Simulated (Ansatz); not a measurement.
Computed with DFT PBE, scalar-relativistic, plane waves, PAW in Ansatz 0.2.0. Settings: cutoff 420 eV, Γ-centred meshes spaced at most about 0.3 Å⁻¹, and about 0.25 Å⁻¹ or finer for metals (2π included), Gaussian smearing. No spin polarisation.

All energies are static (0 K, no zero-point motion).

Two relaxed structures of La₂O:

A.

```
CELL_PARAMETERS angstrom
-2.54457 2.54457 5.64267
2.54457 -2.54457 5.64267
2.54457 2.54457 -5.64267
ATOMIC_POSITIONS crystal
La 0.76419 0.76419 0.00000
La 0.23581 0.23581 0.00000
La 0.51419 0.01419 0.50000
La 0.98581 0.48581 0.50000
O 0.75000 0.25000 0.50000
O 0.00000 0.00000 0.00000
```

B.

```
CELL_PARAMETERS angstrom
3.67755 0.00000 0.00000
0.00000 3.67755 0.00000
0.00000 0.00000 5.15036
ATOMIC_POSITIONS crystal
La 0.50000 0.50000 0.50000
La 0.00000 0.00000 0.00000
O 0.00000 0.00000 0.50000
```

Question: Which is lower in energy, and by how much?

Answer: B is lower, by 14 meV/atom. A has the anti-anatase type, space group I4_1/amd (No. 141), 24.4 Å³/atom and no gap on its mesh; B has space group P4/mmm (No. 123), 23.2 Å³/atom and no gap. Counting O atoms around La (those within 1.25 times the shortest such distance or 1.15 times the sum of covalent radii; a slash parts the counts of unlike sites), A has La 3 and B has La 2/4. The denser one is the lower, and pressure would at first widen the difference. In A, around La lie 3 O at 2.55–2.66 Å, 10 La at 3.57–3.80 Å and 2 La at 4.04 Å; O is surrounded by 6 La at 2.55–2.66 Å. In B, around La on its first site lie 4 O at 2.60 Å and 12 La at 3.66–3.68 Å; La on its second site is surrounded by 2 O at 2.58 Å and 12 La at 3.66–3.68 Å; O is surrounded by 6 La at 2.58–2.60 Å. Both come from invented guesses.

For metals, differences of a few meV/atom aren't resolved. Cells relaxed within their symmetry can be saddle points.
